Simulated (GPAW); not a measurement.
# MgB2 (P6/mmm) in GPAW: a series of runs

Aim: see how the results for MgB2 move with the level of theory and the settings. Levels: PBE, PBEsol. Tasks: single point, relaxation of cell and atoms.

All numbers are computed with GPAW 26.7.0; they aren't measurements. Logs are shortened: lines on timing, memory, paths and dates and some standing lists are left out, and cuts for length are marked. The log counts tension as positive stress, the text compression.

## (1) The structure

Symmetry: P6/mmm, No. 191, hexagonal system. The conventional cell has a = 3.085 Å, b = 3.085 Å, c = 3.523 Å, α = 90.00°, β = 90.00°, γ = 120.00°. Around Mg (site symmetry 6/mmm) lie 12 B at 2.51 Å. B (site symmetry -6m2) is surrounded by 3 B at 1.78 Å.

## (2) Single point, PBE

Input file run.py:

```python
from ase.dft.bandgap import bandgap
from ase.io import read, write
from ase.units import GPa
from gpaw import GPAW, PW

atoms = read('MgB2.xyz')

calc = GPAW(mode=PW(550),
            xc='PBE',
            kpts={'size': (8, 8, 6), 'gamma': True},
            occupations={'name': 'fermi-dirac', 'width': 0.05},
            nbands=17,
            maxiter=120,
            txt='gpaw.txt')
atoms.calc = calc
energy = atoms.get_potential_energy()
forces = atoms.get_forces()
stress = atoms.get_stress()
calc.write('gs.gpw')
write('result.traj', atoms)
print(f'Energy: {energy:.6f} eV')
print('Forces (eV/A):')
print(forces.round(4))
print('Stress (GPa):', (stress / GPa).round(3))
print('Fermi level:', round(calc.get_fermi_level(), 4), 'eV')
print(f'Gap: {bandgap(calc)[0]:.4f} eV, direct: {bandgap(calc, direct=True)[0]:.4f} eV')
```

Input file MgB2.xyz:

```xyz
3
Lattice="3.0850000000 0.0000000000 0.0000000000 -1.5425000000 2.6716883707 0.0000000000 0.0000000000 0.0000000000 3.5230000000" Properties=species:S:1:pos:R:3 pbc="T T T"
Mg     0.0000000000      0.0000000000      0.0000000000
B      1.5425000002      0.8905627901      1.7615000000
B     -0.0000000002      1.7811255806      1.7615000000
```

Potentials or basis: GPAW PAW data sets (gpaw-data 1.2.1), pw.

On the command line:

```console
> OMP_NUM_THREADS=1 python run.py
```

gpaw.txt:

```text
__  _  _
 | _ |_)|_||  |
 |__||  | ||/\| - 26.7.0

Input parameters:
  mode=PW(ecut=550.0),
  kpts=MonkhorstPack(size=(8, 8, 6), gamma=True),
  maxiter=120,
  nbands=17,
  occupations=Occupations(name='fermi-dirac', width=0.05),
  xc=XC(name='PBE')

Diagonalizing LCAO Hamiltonian
Converting LCAO to pw mode

         B  B

       Mg

Atoms  # Å, Bohr magnetons
|   | symbol |         x |        y |        z |    initial magnetic moments |
|---|--------|-----------|----------|----------|-----------------------------|
| 0 |     Mg |  0.000000 | 0.000000 | 0.000000 | ( 0.0000,  0.0000,  0.0000) |
| 1 |      B |  1.542500 | 0.890563 | 1.761500 | ( 0.0000,  0.0000,  0.0000) |
| 2 |      B | -0.000000 | 1.781126 | 1.761500 | ( 0.0000,  0.0000,  0.0000) |

Unit cell  # Å
| periodic |         x |        y |        z |  lengths |     angles |
|----------|-----------|----------|----------|----------|------------|
|      yes |  3.085000 | 0.000000 | 0.000000 | 3.085000 |  90.000000 |
|      yes | -1.542500 | 2.671688 | 0.000000 | 3.085000 |  90.000000 |
|      yes |  0.000000 | 0.000000 | 3.523000 | 3.523000 | 120.000000 |

Number of symmetries: 24
Symmetry operations  # r_c * U_cc + t_c -> r_c
|    | kind |            matrix            |
|----|------|------------------------------|
|  0 |  σ   |  1, 1, 0,  0,-1, 0,  0, 0, 1 |
|  1 |  C2  |  1, 1, 0,  0,-1, 0,  0, 0,-1 |
|  2 |  C6  |  1, 1, 0, -1, 0, 0,  0, 0, 1 |
|  3 |  S6  |  1, 1, 0, -1, 0, 0,  0, 0,-1 |
|  4 |  E   |  1, 0, 0,  0, 1, 0,  0, 0, 1 |
|  5 |  σ   |  1, 0, 0,  0, 1, 0,  0, 0,-1 |
|  6 |  σ   |  1, 0, 0, -1,-1, 0,  0, 0, 1 |
|  7 |  C2  |  1, 0, 0, -1,-1, 0,  0, 0,-1 |
|  8 |  σ   |  0, 1, 0,  1, 0, 0,  0, 0, 1 |
|  9 |  C2  |  0, 1, 0,  1, 0, 0,  0, 0,-1 |
| 10 |  C3  |  0, 1, 0, -1,-1, 0,  0, 0, 1 |
| 11 |  S3  |  0, 1, 0, -1,-1, 0,  0, 0,-1 |
| 12 |  C6  |  0,-1, 0,  1, 1, 0,  0, 0, 1 |
| 13 |  S6  |  0,-1, 0,  1, 1, 0,  0, 0,-1 |
| 14 |  σ   |  0,-1, 0, -1, 0, 0,  0, 0, 1 |
| 15 |  C2  |  0,-1, 0, -1, 0, 0,  0, 0,-1 |
| 16 |  σ   | -1, 0, 0,  1, 1, 0,  0, 0, 1 |
| 17 |  C2  | -1, 0, 0,  1, 1, 0,  0, 0,-1 |
| 18 |  C2  | -1, 0, 0,  0,-1, 0,  0, 0, 1 |
| 19 |  i   | -1, 0, 0,  0,-1, 0,  0, 0,-1 |
| 20 |  C3  | -1,-1, 0,  1, 0, 0,  0, 0, 1 |
| 21 |  S3  | -1,-1, 0,  1, 0, 0,  0, 0,-1 |
| 22 |  σ   | -1,-1, 0,  0, 1, 0,  0, 0, 1 |
| 23 |  C2  | -1,-1, 0,  0, 1, 0,  0, 0,-1 |

BZ-sampling:
  Number of BZ points: 384
  Number of IBZ points: 40

  Monkhorst-Pack size: [8, 8, 6]
  Monkhorst-Pack shift: [0.0625, 0.0625, 0.08333333333333333]

K-points  # in reciprocal-cell coordinates
|     |                                coordinates |     weight |
|-----|--------------------------------------------|------------|
|   0 | (  0.00000000,   0.00000000,   0.00000000) | 0.00260417 |
|   1 | (  0.00000000,   0.00000000,   0.16666667) | 0.00520833 |
|   2 | (  0.00000000,   0.00000000,   0.33333333) | 0.00520833 |
|   3 | (  0.00000000,   0.00000000,   0.50000000) | 0.00260417 |
|   4 | (  0.12500000,   0.00000000,   0.00000000) | 0.01562500 |
|   5 | (  0.12500000,   0.00000000,   0.16666667) | 0.03125000 |
|   6 | (  0.12500000,   0.00000000,   0.33333333) | 0.03125000 |
|   7 | (  0.12500000,   0.00000000,   0.50000000) | 0.01562500 |
|   8 | (  0.25000000,  -0.12500000,   0.00000000) | 0.01562500 |
|   9 | (  0.25000000,  -0.12500000,   0.16666667) | 0.03125000 |
| ... |                                            |            |
|  39 | (  0.50000000,   0.50000000,   0.50000000) | 0.00781250 |

Plane wave coefficients: 864
Cutoff: 550.0 eV

Spin-components: 1 (collinear spins)
Bands:           17
Projectors:      15
Spin-degeneracy: 2
Datatype:        complex128

Parallelization:
  kpt:    1
  domain: 1
  band:   1

Density:
  Valence electrons: 16.0
  Components: 1
  Grid points: [18 18 20]
  Charge: 0.0  # |e|

Potential:
  Grid points: [18 18 20]

species:
  Mg:
    name:    Magnesium
    Z:       12.0
    valence: 10
    core:    2
    charge:  0.0  # [|e|]
    compensation charges:
      type: gauss
      rc: 0.33  # [Å]
      lmax: 2
    cutoffs:
      filter: 1.86  # [Å]
      core: 0.54  # [Å]
    projectors
    | kind |    occ | energy [eV] | rcut [Å] |
    |------|--------|-------------|----------|
    |   2s |  2.000 |     -79.840 |    1.090 |
    |   3s |  2.000 |      -4.705 |    1.090 |
    |   2p |  6.000 |     -46.613 |    1.085 |
    |   3p |  0.000 |      -1.330 |    1.085 |
    |    d |        |       0.000 |    1.037 |

    Using partial waves for Mg as LCAO basis

  B:
    name:    Boron
    Z:       5.0
    valence: 3
    core:    2
    charge:  0.0  # [|e|]
    compensation charges:
      type: gauss
      rc: 0.20  # [Å]
      lmax: 2
    cutoffs:
      filter: 1.14  # [Å]
      core: 1.38  # [Å]
    projectors
    | kind |    occ | energy [eV] | rcut [Å] |
    |------|--------|-------------|----------|
    |   2s |  2.000 |      -9.443 |    0.635 |
    |   2p |  1.000 |      -3.606 |    0.635 |
    |    s |        |      17.768 |    0.635 |
    |    p |        |      23.605 |    0.635 |
    |    d |        |       0.000 |    0.635 |

    Using partial waves for B as LCAO basis

Reference energy: -6788.624023  # eV

eigensolver:
  PPCG
  Converge bands: occupied
  niter=2

density mixing:
  MSR1-Mixer
  Pratt-step length: 0.05
  Maximum mixing coefficient: 0.75
  Old densities: 10
  SVD Regularization: 0.005
  Good broyden scale: 1.0
  Trust region scale: 1.0
  Backstep threshold: 4.0
  History deletion threshold: 6.0
  Fourier metric: weight=20.0, sigma=0.015

occupation numbers:
  Fermi-Dirac:
    width: 0.0500  # eV

poisson solver:
  ecut: 4400.0  # eV

xc functional:
  name: PBE with 2 nearest neighbor stencil

convergence criteria:
- Maximum [total energy] change in last 3 cyles: 0.0005 eV / valence electron
- Maximum integral of absolute [dens]ity change: 0.0001 electrons / valence electron
- Maximum integral of absolute [eigenst]ate change: 4e-08 eV^2 / valence electron
maximum number of iterations: 120

SCF iterations
|iter     | |      energy | eigst |  dens |
|---------|-|-------------|-------|-------|
|iter:   1| |  -16.843095 | +0.04 |       |
|iter:   2| |  -16.572572 | -2.42 | -0.95 |
|iter:   3| |  -15.394052 | -1.33 | -0.99 |
|iter:   4| |  -15.393068 | -3.34 | -1.79 |
|iter:   5| |  -15.394580c| -3.82 | -2.10 |
|iter:   6| |  -15.394519c| -5.17 | -2.87 |
|iter:   7| |  -15.394504c| -5.98 | -3.39 |
|iter:   8| |  -15.394504c| -7.89c| -4.15c|

Converged in 8 steps
Energy contributions relative to reference atoms: (reference = -6788.624023)

Energy contributions:
  Kinetic:          10.308009
  Coulomb:          -6.367933
  Zero:             -0.031172
  External:          0.000000
  Xc:              -19.298348
  Entropy:          -0.010121
  Spinorbit:         0.000000
  ----------------------------
  Free energy:     -15.399565
  Extrapolated:    -15.394504

dipole moment: (-2.214990, -3.836475, -5.058937)  # |e|*Ang

Fermi level: 7.208
Eigenvalues  # (at kpt = [0.000, 0.000, 0.000])
| band index |      eig [eV] | occ [0-2] |
|------------|---------------|-----------|
|          0 |       -68.080 |     2.000 |
|          1 |       -34.852 |     2.000 |
|          2 |       -34.852 |     2.000 |
|          3 |       -34.839 |     2.000 |
|          4 |        -5.198 |     2.000 |
|          5 |         4.276 |     2.000 |
|          6 |         7.564 |     0.002 |
|          7 |         7.564 |     0.002 |
|          8 |         8.871 |     0.000 |
|          9 |        13.505 |     0.000 |
|         10 |        13.505 |     0.000 |
|         11 |        15.285 |     0.000 |
|         12 |        17.135 |     0.000 |
|         13 |        19.899 |     0.000 |
|        ... |               |           |
|         16 |        26.285 |     0.000 |

No gap
No difference between direct/indirect transitions

Forces  # eV/Ang
|        x |       y |       z |
|----------|---------|---------|
| -0.00000 | 0.00000 | 0.00000 |  # Mg   0
|  0.00000 | 0.00000 | 0.00000 |  # B    1
| -0.00000 | 0.00000 | 0.00000 |  # B    2

Stress tensor  # eV/Ang^3
|         x |        y |        z |
|-----------|----------|----------|
|  0.005784 | 0.000000 | 0.000000 |
| -0.000000 | 0.005784 | 0.000000 |
|  0.000000 | 0.000000 | 0.009924 |

# Writing to gs.gpw (mode='')
```

Wall time 13 s (1 thread of Arm Neoverse V1, shared host); peak memory 0.14 GiB.

These settings aren't checked as converged: the numbers below hold their error.

Results:

```
Free energy            : -15.3996 eV
Pressure               : -1.1 GPa
Band gap on the k mesh : none (metal or under the smearing width)
```

Caveat: the cutoff is short for stress and forces, so pressures can be off by a GPa or more.

## (3) Relaxation of cell and atoms, PBEsol

Input file run.py:

```python
from ase import Atoms
from ase.filters import FrechetCellFilter
from ase.io import write
from ase.optimize import BFGS
from gpaw import GPAW, PW, setup_paths

setup_paths.insert(0, '.')

atoms = Atoms(['Mg', 'B', 'B'],
              cell=[[3.085, 0.0, 0.0],
                    [-1.5425, 2.6716883707, 0.0],
                    [0.0, 0.0, 3.523]],
              scaled_positions=[[0.0, 0.0, 0.0],
                                [0.6666666667, 0.3333333333, 0.5],
                                [0.3333333333, 0.6666666667, 0.5]],
              pbc=True)

calc = GPAW(mode=PW(800),
            xc='PBEsol',
            kpts={'size': (7, 7, 6), 'gamma': True},
            occupations={'name': 'fermi-dirac', 'width': 0.05},
            nbands=17,
            convergence={'density': 1e-05, 'forces': 0.0001},
            maxiter=150,
            txt='gpaw.txt')
atoms.calc = calc
opt = BFGS(FrechetCellFilter(atoms), trajectory='relax.traj', logfile='-')
done = opt.run(fmax=0.02, steps=60)
calc.write('gs.gpw')
write('result.traj', atoms)
print('Converged:', done)
print('Cell:', atoms.cell.cellpar().round(4))
print('Volume:', round(atoms.get_volume(), 4))
print(atoms.get_scaled_positions().round(5))
```

Potentials or basis: PAW data sets generated in the run's folder for this functional, pw.

On the command line:

```console
> gpaw-setup -f PBEsol B Mg
> OMP_NUM_THREADS=1 python run.py
```

Wall time 30 s (1 thread of Arm Neoverse V2, shared host); peak memory 0.19 GiB.

It converged, with:

```yaml
Free_energy: -16.4378 eV
Relaxed_volume: 9.48 Å³/atom
Relaxed_cell: a = 3.059 Å, b = 3.059 Å, c = 3.510 Å, α = 90.00°, β = 90.00°, γ = 120.00°
Space_group_after_relaxing_to_0.05_Å: P6/mmm (No. 191)
Energy_gained_by_relaxing: 2.1 meV/atom
Ionic_steps: 3
Pressure_after_relaxing: 0.0 GPa
Band_gap_on_the_k_mesh: none (metal or under the smearing width)
```

Stress tensor (GPa, compression positive):
```
 0.10  0.00  0.00
 0.00  0.10  0.00
 0.00  0.00 -0.08
```

Step by step:
```tsv
step	energy change (eV)	largest force (eV/Å)	pressure (GPa)	volume (Å³)
1	0.0000	0.0000	-3.27	29.04
2	-0.0016	0.0000	-2.83	28.96
3	-0.0062	0.0000	0.04	28.44
```

Final structure:
```yaml
crystal:
  lattice:
    - [3.05892, 0.00000, 0.00000]
    - [-1.52946, 2.64910, 0.00000]
    - [0.00000, 0.00000, 3.51015]
  atoms:
    - { symbol: Mg, position: [0.00000, 0.00000, 0.00000] }
    - { symbol: B, position: [0.66667, 0.33333, 0.50000] }
    - { symbol: B, position: [0.33333, 0.66667, 0.50000] }
```

Levels at points of the mesh, in eV from the Fermi level:
| k point | band 4 | band 5 | band 6 | band 7 | band 8 | band 9 | band 10 | band 11 | band 12 | band 13 |
| --- | --- | --- | --- | --- | --- | --- | --- | --- | --- | --- |
| (0.00, 0.00, 0.00) | -41.67 | -12.39 | -2.88 | 0.53 | 0.53 | 1.75 | 6.54 | 6.54 | 8.55 | 10.29 |
| (0.00, 0.00, 0.50) | -41.68 | -11.09 | -7.39 | 0.91 | 0.91 | 6.86 | 6.86 | 8.27 | 10.14 | 10.40 |

Caveat: later steps reuse the first step's grids.
